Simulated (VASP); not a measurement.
Crystal: ZnO (zincite).

```xyz
4
Lattice="3.2493 0.0000 0.0000 -1.6247 2.8140 0.0000 0.0000 0.0000 5.2057" Properties=species:S:1:pos:R:3 pbc="T T T"
Zn    1.6247    0.9380    0.0000
Zn    0.0000    1.8760    2.6029
O     0.0000    1.8760    4.5759
O     1.6247    0.9380    1.9730
```

Base run:

- Program: VASP 6.6.1
- Functional: r2SCAN
- Potentials or basis: VASP PAW PBE potentials, release 64 (Zn, O)
- Cutoff: 520 eV
- k mesh: 10 × 10 × 6
- Occupations: gaussian, width 0.02 eV
- Spin: no spin polarisation

Its results: band gap on the k mesh 1.23 eV, direct.

Question: The run is repeated on the same cell with these changes: functional from r2SCAN to TB-mBJ. What comes out?

Answer: Band gap on the k mesh 2.58 eV, direct.

Not every run made on this cell is shown here.
